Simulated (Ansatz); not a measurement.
**Perturbing Si3N4**

Base: a structure deposited in the COD whose atoms were relaxed with PBE, the cell held.

```
Si N
1.0
     7.59500    0.00000    0.00000
    -3.79750    6.57746    0.00000
     0.00000    0.00000    2.90230
Si N
6 8
Cartesian
  5.1687 1.1416 0.9451
  1.5957 5.0470 2.3962
  4.0220 3.9054 0.9451
  -1.3712 5.4359 2.3962
  2.2018 1.5304 0.9451
  -0.2245 2.6720 2.3962
  -1.0292 2.1689 0.9451
  5.2021 0.1931 2.3963
  2.4338 4.6017 0.9451
  4.8267 4.4086 2.3963
  -1.4046 6.3843 0.9451
  1.3637 1.9758 2.3963
  0.0000 4.3850 -0.5064
  3.7975 2.1925 0.9448
```

Sites (sets of like atoms) are named by element and the number of their first atom in this list.

All values are calculated (Ansatz; DFT, PBE, plane waves and PAW (field gradients read without the response of the frozen cores, which leaves them typically 4 to 6 % off), scalar-relativistic, 420 eV cutoff, Γ-centred 4×4×10 k-points, Fermi–Dirac smearing 0.02 eV), not measured.

Gradients in 10²¹ V/m²:

| site | atoms | V_zz base | η base | V_zz variant | η variant |
| --- | --- | --- | --- | --- | --- |
| Si1 | 1 | 0.91 | 0.27 | -0.87 | 0.23 |
| Si2 | 2 | 0.91 | 0.27 | -0.35 | 0.61 |
| Si3 | 3 | 0.91 | 0.27 | 0.84 | 0.25 |
| Si4 | 4 | 0.91 | 0.27 | 0.94 | 0.29 |
| Si5 | 5 | 0.91 | 0.27 | 0.87 | 0.27 |
| Si6 | 6 | 0.91 | 0.27 | 0.94 | 0.55 |
| N7 | 7 | -5.10 | 0.07 | -5.18 | 0.05 |
| N8 | 8 | -5.10 | 0.07 | -5.10 | 0.11 |
| N9 | 9 | -5.10 | 0.07 | -5.04 | 0.07 |
| N10 | 10 | -5.10 | 0.07 | -5.09 | 0.07 |
| N11 | 11 | -5.10 | 0.07 | -5.15 | 0.06 |
| N12 | 12 | -5.10 | 0.07 | -5.12 | 0.07 |
| N13 | 13 | -5.03 | 0.00 | -4.97 | 0.04 |
| N14 | 14 | -5.03 | 0.00 | -5.00 | 0.03 |

Task: Which change was made?
A. volume scaled by 0.96, ions relaxed
B. z stretched by 1 %, ions relaxed
C. volume scaled by 1.04, ions relaxed
D. atom 8 (N) moved by 0.05 Å along (-0.025, -0.043, -0.003) Å

Result: D. It leaves 14 symmetry-distinct sites where the base has 3, which no other option does. The largest change of V_zz along a kept axis is on N7, from -5.10 to -5.18. The whole tensor moves most on Si2, by 0.80 along its most changed direction. In per cent, |V_zz| changes by -8 to +3 on Si, -1 to +2 on N (all sites that start above 0.5, bar those whose gradient vanishes or changes sign or whose main axis turns by over 40°). Where |V_zz| stays above 0.1 and the axes keep their order, η moves most on Si6, from 0.27 to 0.55. On Si2, Si1 the largest principal value lies along another axis in the second run, so the two V_zz can't be compared directly.

At this cell the PBE pressure is 6 GPa, so with PBE the cell would grow if it were relaxed.
For the variant: The atoms aren't relaxed after the move (largest force 1.8 eV/Å).
